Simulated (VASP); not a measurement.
# Rb (P-1) in VASP: a series of runs

The runs below take Rb through single point, with PBE.

Program: VASP 6.6.1. These are calculated values, not measurements. Logs are shortened: lines on timing, memory, paths and dates and some standing lists are left out, and cuts for length are marked.

## (1) The structure

The typed cell holds 1 atom: a = 5.148 Å, b = 5.148 Å, c = 5.498 Å, α = 58.22°, β = 54.18°, γ = 60.00°.

This isn't the form of Rb at room conditions, which is bcc.

## (2) Single point, PBE

Contents of INCAR:

```
SYSTEM = Rb
ALGO = Fast
EDIFF = 1E-6
ENCUT = 520
GGA = PE
ISIF = 2
ISMEAR = -1
LASPH = .True.
LCHARG = .False.
LREAL = .False.
LWAVE = .False.
NBANDS = 10
NELM = 100
PREC = Accurate
SIGMA = 0.1
```

Contents of KPOINTS:

```
k-points
0
Gamma
  4 4 4
  0 0 0
```

Contents of POSCAR:

```
Rb
1.0
    0.0000000000      3.6398846700      3.6398846700
    3.6398846700      0.0000000000      3.6398846700
    3.6398846700      4.0948702538      0.4549855838
Rb
1
Direct
    0.0000000000      0.0000000000      0.0000000000
```

Potentials or basis: VASP PAW PBE potentials, release 64 (Rb_sv).

Run with:

```console
cat potpaw_PBE.64/Rb_sv/POTCAR > POTCAR
mpirun -np 1 vasp_std > vasp.out
```

OUTCAR:

```text
SYSTEM = Rb
   EDIFF = 1E-6
   ENCUT = 520
   GGA = PE
   ISIF = 2
   ISMEAR = -1
   LASPH = .True.
   LREAL = .False.
   NELM = 100
   PREC = Accurate

 ion  position               nearest neighbor table
   1  0.000  0.000  0.000-

  LATTYP: Found a triclinic cell.
 ALAT       =     8.7518224459
 B/A-ratio  =     1.2563352970
 C/A-ratio  =     2.2251632190
 COS(alpha) =     0.0077342967
 COS(beta)  =     0.4324007129
 COS(gamma) =     0.9035288095

  Lattice vectors:

 A1 = (   3.6398846700,  -4.0948702538,   6.8247837562)
 A2 = (   0.0000000000,  -4.5498558376,  10.0096828424)
 A3 = (  18.1994233500,  -6.3697981724,  -2.7299135024)

Analysis of symmetry for initial positions (statically):
=====================================================================
 Subroutine PRICEL returns:
 Original cell was already a primitive cell.

 Routine SETGRP: Setting up the symmetry group for a
 triclinic supercell.

 Subroutine GETGRP returns: Found  2 space group operations
 (whereof  2 operations were pure point group operations)
 out of a pool of  2 trial point group operations.

The static configuration has the point symmetry S_2 .

Analysis of symmetry for dynamics (positions and initial velocities):
=====================================================================
 Subroutine PRICEL returns:
 Original cell was already a primitive cell.

 Routine SETGRP: Setting up the symmetry group for a
 triclinic supercell.

 Subroutine GETGRP returns: Found  2 space group operations
 (whereof  2 operations were pure point group operations)
 out of a pool of  2 trial point group operations.

The dynamic configuration has the point symmetry S_2 .

 Subroutine INISYM returns: Found  2 space group operations
 (whereof  2 operations are pure point group operations),
 and found     1 'primitive' translations

----------------------------------------------------------------------------------------

                                     Primitive cell

  volume of cell :      96.4479

  direct lattice vectors                    reciprocal lattice vectors
     0.000000000  3.639884670  3.639884670    -0.154537863  0.120196116  0.154537863
     3.639884670  0.000000000  3.639884670     0.137366990 -0.137366990  0.137366990
     3.639884670  4.094870254  0.454985584     0.137366990  0.137366990 -0.137366990

  length of vectors
     5.147574266  5.147574266  5.497611726     0.249421348  0.237926605  0.237926605
[... 84 lines left out ...]
   NFREE  =      0    steps in history (QN), initial steepest desc. (CG)
   ISIF   =      2    stress and relaxation
   ISYM   =      2    0-nonsym 1-usesym 2-fastsym
   POTIM  = 0.5000    time-step for ionic-motion
   TEBEG  =    0.0;   TEEND  =   0.0 temperature during run
   PSTRESS=    0.0 pullay stress
   NELECT =       9.0000    total number of electrons
   NUPDOWN=      -1.0000    fix difference up-down
   EMIN   =  10.00;   EMAX   =-10.00  energy-range for DOS
   EFERMI =   0.00;   METHOD = LEGACY
   ISMEAR =    -1;   SIGMA  =   0.10  broadening in eV -4-tet -1-fermi 0-gaus
   EFERMI_NEDOS =   21; number of points for ismear=-14 and -15
   IALGO  =     68    algorithm
   IMIX   =      4    mixing-type and parameters
     AMIX     =   0.40;   BMIX     =  1.00
     AMIX_MAG =   1.60;   BMIX_MAG =  1.00
  volume/ion in A,a.u.               =      96.45       650.86
  Fermi-wavevector in a.u.,A,eV,Ry     =   0.742548  1.403213  7.501953  0.551378
  Thomas-Fermi vector in A             =   1.837453
   LORBIT       =      0    0 simple, 1 ext, 2 COOP (PROOUT), +10 PAW based schemes
   GGA     = PE    functional components
   LHFCALC =     F    Hartree Fock is set to
   AEXX    =    0.0000 exact exchange contribution
   IVDW    =     0    specifies the selected vdW correction
   LEPSILON=     F    determine dielectric tensor
   LRPA    =     F    only Hartree local field effects (RPA)
 non-spin polarized calculation
 RMM-DIIS sequential band-by-band and
  energy-cutoff  :      520.00
  volume of cell :       96.45
 maximum number of plane-waves:      2616
 NGX is ok and might be reduce to    40

 number of electron       9.0000000 magnetization

 Free energy of the ion-electron system (eV)
  ---------------------------------------------------
  ext. energy  EPLUGINS =         0.00000000
  ---------------------------------------------------
  free energy    TOTEN  =        -0.91487362 eV

  energy without entropy =       -0.87145295  energy(sigma->0) =       -0.89316329

 E-fermi :  -0.0819     XC(G=0):  -5.3261

 val. band max:       -0.0887380441   @ k =   0.2500   0.0000   0.5000
 cond. band min:      -0.0088181926   @ k =   0.2500  -0.2500   0.2500
 fundamental gap:      0.0799198514
 Fermi energy:        -0.0819438339

 k-point     1 :       0.0000    0.0000    0.0000
  band No.  band energies     occupation
      1     -29.0459      2.00000
      2     -13.0977      2.00000
      3     -13.0936      2.00000
      4     -13.0888      2.00000
      5      -2.0090      2.00000
      6       3.1076      0.00000
      7       3.4200      0.00000
      8       3.8235      0.00000
      9       4.3065      0.00000
     10       5.0309      0.00000
[... 287 lines left out ...]
 k-point    24 :       0.2500   -0.2500    0.2500
  band No.  band energies     occupation
      1     -29.0430      2.00000
      2     -13.1575      2.00000
      3     -13.1239      2.00000
      4     -13.1020      2.00000
      5      -0.0088      0.64984
      6       1.2374      0.00000
      7       1.8724      0.00000
      8       3.8656      0.00000
      9       4.1171      0.00000
     10       5.7493      0.00000

 [... further k-points ...]

------------------------ aborting loop because EDIFF is reached ----------------------------------------

  FORCE on cell =-STRESS in cart. coord.  units (eV):
  Direction    XX          YY          ZZ          XY          YZ          ZX
  --------------------------------------------------------------------------------------
  -------------------------------------------------------------------------------------
  Total       -0.0497482     -0.0206549     -0.0679648     -0.0204517      0.0115537     -0.0457990
  in kB       -0.8264083     -0.3431155     -1.1290205     -0.3397411      0.1919287     -0.7608057
  external PRESSURE =      -0.7661815 kB  Pullay stress =       0.0000000 kB

 VOLUME and BASIS-vectors are now :
 -----------------------------------------------------------------------------
  energy-cutoff  :      520.00
  volume of cell :       96.45
      direct lattice vectors                 reciprocal lattice vectors
     0.000000000  3.639884670  3.639884670    -0.154537863  0.120196116  0.154537863
     3.639884670  0.000000000  3.639884670     0.137366990 -0.137366990  0.137366990
     3.639884670  4.094870254  0.454985584     0.137366990  0.137366990 -0.137366990

 POSITION                                       TOTAL-FORCE (eV/Angst)
 -----------------------------------------------------------------------------------
      0.00000      0.00000      0.00000         0.000000      0.000000     -0.000000
 -----------------------------------------------------------------------------------
    total drift:                               -0.000000      0.000000     -0.000000

  FREE ENERGIE OF THE ION-ELECTRON SYSTEM (eV)
  ---------------------------------------------------
  free  energy   TOTEN  =        -0.9148736231 eV

  energy  without entropy=       -0.8714529510  energy(sigma->0) =       -0.89316329
```

OSZICAR:

```text
N       E                     dE             d eps       ncg     rms          rms(c)
DAV:   1     0.408929470877E+02    0.40893E+02   -0.31544E+03   720   0.633E+02
DAV:   2     0.181605741817E+01   -0.39077E+02   -0.38479E+02   772   0.124E+02
DAV:   3    -0.752505675245E+00   -0.25686E+01   -0.25604E+01   952   0.323E+01
DAV:   4    -0.910841721938E+00   -0.15834E+00   -0.15755E+00  1076   0.638E+00
DAV:   5    -0.913054837360E+00   -0.22131E-02   -0.22122E-02   974   0.720E-01    0.116E+00
RMM:   6    -0.913762029517E+00   -0.70719E-03   -0.12927E-03   808   0.236E-01    0.702E-01
RMM:   7    -0.914759654874E+00   -0.99763E-03   -0.30634E-03   836   0.348E-01    0.455E-02
RMM:   8    -0.914869851739E+00   -0.11020E-03   -0.18107E-04   962   0.919E-02    0.760E-03
RMM:   9    -0.914872415712E+00   -0.25640E-05   -0.36933E-05  1160   0.316E-02    0.540E-03
RMM:  10    -0.914873431176E+00   -0.10155E-05   -0.75144E-06  1100   0.136E-02    0.333E-03
RMM:  11    -0.914873623065E+00   -0.19189E-06   -0.22244E-06   965   0.686E-03
   1 F= -.91487362E+00 E0= -.89316329E+00  d E =-.434207E-01
```

Run time: 50 s. Hardware: 1 thread of Intel Xeon Platinum 8488C (Sapphire Rapids), shared host; peak memory 0.24 GiB.

Results:

* Free energy: -0.9149 eV
* Pressure: -0.1 GPa
* Band gap on the k mesh: none (metal or under the smearing width)

Levels at points of the mesh, in eV from the Fermi level:
| k point | band 1 | band 2 | band 3 | band 4 | band 5 | band 6 | band 7 | band 8 |
| --- | --- | --- | --- | --- | --- | --- | --- | --- |
| (0.00, 0.00, 0.00) | -28.96 | -13.02 | -13.01 | -13.01 | -1.93 | 3.19 | 3.50 | 3.91 |
| (0.50, 0.00, 0.00) | -28.96 | -13.10 | -13.03 | -13.02 | 0.29 | 0.80 | 2.87 | 3.47 |
| (0.00, 0.50, 0.00) | -28.96 | -13.09 | -13.03 | -13.02 | 0.11 | 0.59 | 2.82 | 3.86 |
| (0.50, 0.50, 0.00) | -28.96 | -13.09 | -13.05 | -13.04 | 0.83 | 1.64 | 1.71 | 3.58 |
| (0.00, 0.00, 0.50) | -28.96 | -13.10 | -13.03 | -13.02 | 0.11 | 0.60 | 3.29 | 3.40 |
| (0.50, 0.00, 0.50) | -28.96 | -13.08 | -13.04 | -13.02 | 0.42 | 0.97 | 1.97 | 4.29 |
| (0.00, 0.50, 0.50) | -28.96 | -13.09 | -13.05 | -13.03 | 0.63 | 1.30 | 1.86 | 4.22 |
| (0.50, 0.50, 0.50) | -28.96 | -13.08 | -13.02 | -13.01 | -0.03 | 0.46 | 3.11 | 3.77 |

Caveat: the k mesh is coarse (spacing up to 0.39 Å⁻¹), so the values aren't converged.

## (3) Single point, PBE

This run uses another cell than the first one, of the same volume but with other edges.

Contents of INCAR:

```
ALGO = Fast ; EDIFF = 1E-7
ENCUT = 520 ; GGA = PE
ISIF = 2 ; ISMEAR = -1
LASPH = T ; LCHARG = T
LELF = T ; LREAL = F
LVHAR = T ; LWAVE = F
NBANDS = 10 ; NELM = 100
PREC = Accurate ; SIGMA = 0.1
```

Contents of KPOINTS:

```
k-points
0
Gamma
  4 4 4
```

POSCAR: that of step 2 with these lines changed.

```diff
@@ -4,3 +4,3 @@
     3.6398846700      0.0000000000      3.6398846700
-    3.6398846700      4.0948702538      0.4549855838
+    3.6398846700      3.6398846700      0.0000000000
 Rb
```

Potentials or basis: VASP PAW PBE potentials, release 64 (Rb_sv).

Run with:

```console
cat potpaw_PBE.64/Rb_sv/POTCAR > POTCAR
mpirun -np 1 vasp_std > vasp.out
```

It took 21 s on 1 thread of Intel Xeon Platinum 8488C (Sapphire Rapids), shared host; peak memory 0.22 GiB.

The run converged. Its results:

```
Free energy            : -0.9148 eV
Pressure               : -0.1 GPa
Band gap on the k mesh : none (metal or under the smearing width)
```

Levels at points of the mesh, in eV from the Fermi level:
| k point | band 1 | band 2 | band 3 | band 4 | band 5 | band 6 | band 7 | band 8 |
| --- | --- | --- | --- | --- | --- | --- | --- | --- |
| (0.00, 0.00, 0.00) | -28.99 | -13.04 | -13.04 | -13.04 | -1.96 | 3.48 | 3.48 | 3.48 |
| (0.50, 0.00, 0.00) | -28.99 | -13.11 | -13.05 | -13.05 | 0.08 | 0.56 | 3.28 | 3.28 |
| (0.50, 0.50, 0.00) | -28.98 | -13.11 | -13.07 | -13.07 | 0.59 | 1.27 | 1.77 | 4.24 |

Caveat: the k mesh is coarse (spacing up to 0.37 Å⁻¹), so the values aren't converged.

## (4) Single point, PBE

This run uses another cell than the first one, of the same volume but with other edges.

Contents of INCAR:

```
PREC = Accurate
ENCUT = 520
EDIFF = 1E-7
ISMEAR = -1
SIGMA = 0.1
LREAL = False
LASPH = True
NELM = 100
ALGO = Normal
ISIF = 2
LWAVE = False
LCHARG = True
GGA = PE
LELF = True
LVHAR = True
NBANDS = 10
```

Contents of KPOINTS:

```
Automatic mesh
0
Gamma
  4 4 4
```

POSCAR: that of step 3 with these lines changed.

```diff
@@ -4,3 +4,3 @@
     3.6398846700      0.0000000000      3.6398846700
-    3.6398846700      3.6398846700      0.0000000000
+    3.6398846700      5.0048414212      1.3649567512
 Rb
```

Potentials or basis: VASP PAW PBE potentials, release 64 (Rb_sv).

Run with:

```console
cat potpaw_PBE.64/Rb_sv/POTCAR > POTCAR
mpirun -np 1 vasp_std > vasp.out
```

OUTCAR:

```text
PREC = Accurate
   ENCUT = 520
   EDIFF = 1E-7
   ISMEAR = -1
   LREAL = False
   LASPH = True
   NELM = 100
   ISIF = 2
   GGA = PE

 ion  position               nearest neighbor table
   1  0.000  0.000  0.000-

  LATTYP: Found a triclinic cell.
 ALAT       =     5.1475742658
 B/A-ratio  =     3.8426065372
 C/A-ratio  =     1.0000000000
 COS(alpha) =     0.0325300024
 COS(beta)  =     0.5000000000
 COS(gamma) =     0.8620450644

  Lattice vectors:

 A1 = (  -3.6398846700,   3.6398846700,   0.0000000000)
 A2 = ( -18.1994233500,   5.9148125888,  -5.0048414212)
 A3 = (   0.0000000000,   3.6398846700,   3.6398846700)

Analysis of symmetry for initial positions (statically):
=====================================================================
 Subroutine PRICEL returns:
 Original cell was already a primitive cell.

 Routine SETGRP: Setting up the symmetry group for a
 triclinic supercell.

 Subroutine GETGRP returns: Found  2 space group operations
 (whereof  2 operations were pure point group operations)
[... 166 lines left out ...]
 cond. band min:      -0.0973045218   @ k =   0.5000   0.2500   0.2500
 fundamental gap:      0.0869735208
 Fermi energy:        -0.1059790838

 k-point     1 :       0.0000    0.0000    0.0000
  band No.  band energies     occupation
      1     -29.0814      2.00000
      2     -13.1331      2.00000
      3     -13.1279      2.00000
      4     -13.1055      2.00000
      5      -2.0032      2.00000
      6       2.7814      0.00000
      7       3.2869      0.00000
      8       3.6473      0.00000
      9       4.6733      0.00000
     10       5.4581      0.00000
[... 287 lines left out ...]
 k-point    24 :       0.2500   -0.2500    0.2500
  band No.  band energies     occupation
      1     -29.0791      2.00000
      2     -13.1841      2.00000
      3     -13.1586      2.00000
      4     -13.1090      2.00000
      5      -0.1994      1.43599
      6       1.1976      0.00000
      7       1.5785      0.00000
      8       3.9017      0.00000
      9       4.8036      0.00000
     10       5.3175      0.00000

 [... further k-points ...]

------------------------ aborting loop because EDIFF is reached ----------------------------------------

  FORCE on cell =-STRESS in cart. coord.  units (eV):
  Direction    XX          YY          ZZ          XY          YZ          ZX
  --------------------------------------------------------------------------------------
  -------------------------------------------------------------------------------------
  Total        0.0703745     -0.0898830     -0.0829037     -0.0057748     -0.0273470     -0.0676269
  in kB        1.1690492     -1.4931222     -1.3771829     -0.0959306     -0.4542835     -1.1234077
  external PRESSURE =      -0.5670853 kB  Pullay stress =       0.0000000 kB

 VOLUME and BASIS-vectors are now :
 -----------------------------------------------------------------------------
  energy-cutoff  :      520.00
  volume of cell :       96.45
      direct lattice vectors                 reciprocal lattice vectors
     0.000000000  3.639884670  3.639884670    -0.188879611  0.085854369  0.188879611
     3.639884670  0.000000000  3.639884670     0.137366990 -0.137366990  0.137366990
     3.639884670  5.004841421  1.364956751     0.137366990  0.137366990 -0.137366990

 POSITION                                       TOTAL-FORCE (eV/Angst)
 -----------------------------------------------------------------------------------
      0.00000      0.00000      0.00000         0.000000      0.000000      0.000000
 -----------------------------------------------------------------------------------
    total drift:                                0.000000      0.000000     -0.000000

  FREE ENERGIE OF THE ION-ELECTRON SYSTEM (eV)
  ---------------------------------------------------
  free  energy   TOTEN  =        -0.9070745546 eV

  energy  without entropy=       -0.8731029101  energy(sigma->0) =       -0.89008873
```

It took 55 s on 1 thread of Intel Xeon Platinum 8488C (Sapphire Rapids), shared host; peak memory 0.25 GiB.

Results:

```yaml
Free_energy: -0.9071 eV
Pressure: -0.1 GPa
Band_gap_on_the_k_mesh: none (metal or under the smearing width)
```

Stress tensor (GPa, compression positive):
```
 0.12 -0.01 -0.11
-0.01 -0.15 -0.05
-0.11 -0.05 -0.14
```

Caveat: the k mesh is coarse (spacing up to 0.44 Å⁻¹), so the values aren't converged.

## (5) Single point, PBE

This run uses another cell than the first one, of the same volume but with other edges.

Contents of INCAR:

```
ALGO = Fast
EDIFF = 1E-6
ENCUT = 520
GGA = PE
ISIF = 2
ISMEAR = -1
LASPH = True
LCHARG = True
LELF = True
LREAL = False
LVHAR = True
LWAVE = False
NBANDS = 10
NELM = 60
PREC = Accurate
SIGMA = 0.1
```

Contents of KPOINTS:

```
k-points
0
Gamma
  4 4 4
```

POSCAR: that of step 4 with these lines changed.

```diff
@@ -4,3 +4,3 @@
     3.6398846700      0.0000000000      3.6398846700
-    3.6398846700      5.0048414212      1.3649567512
+    3.6398846700      4.5498558375      0.9099711675
 Rb
```

Run with:

```console
cat potpaw_PBE.64/Rb_sv/POTCAR > POTCAR
mpirun -np 1 vasp_std > vasp.out
```

Wall time 65 s (1 thread of Intel Xeon Platinum 8488C (Sapphire Rapids), shared host); peak memory 0.25 GiB.

Results (log left out):

| Quantity | Value |
| --- | --- |
| Free energy | -0.9121 eV |
| Pressure | -0.1 GPa |
| Band gap on the k mesh | none (metal or under the smearing width) |

Stress tensor (GPa, compression positive):
```
-0.02 -0.05 -0.11
-0.05 -0.06  0.01
-0.11  0.01 -0.11
```

Levels at points of the mesh, in eV from the Fermi level:
```csv
k point,band 2,band 3,band 4,band 5,band 6,band 7
"(0.00, 0.00, 0.00)",-13.01,-13.00,-12.99,-1.90,3.00,3.49
"(0.50, 0.00, 0.00)",-13.11,-13.03,-13.01,0.52,1.11,2.48
"(0.00, 0.50, 0.00)",-13.07,-13.02,-13.00,0.14,0.62,2.46
"(0.50, 0.50, 0.00)",-13.10,-13.05,-13.02,1.03,1.52,2.23
"(0.00, 0.00, 0.50)",-13.11,-13.01,-13.00,0.15,0.62,3.33
"(0.50, 0.00, 0.50)",-13.07,-13.03,-13.00,0.26,0.74,2.16
"(0.00, 0.50, 0.50)",-13.11,-13.04,-13.01,0.66,1.34,2.06
"(0.50, 0.50, 0.50)",-13.07,-13.01,-12.99,-0.08,0.42,2.94
```

Caveat: the k mesh is coarse (spacing up to 0.41 Å⁻¹), so the values aren't converged.
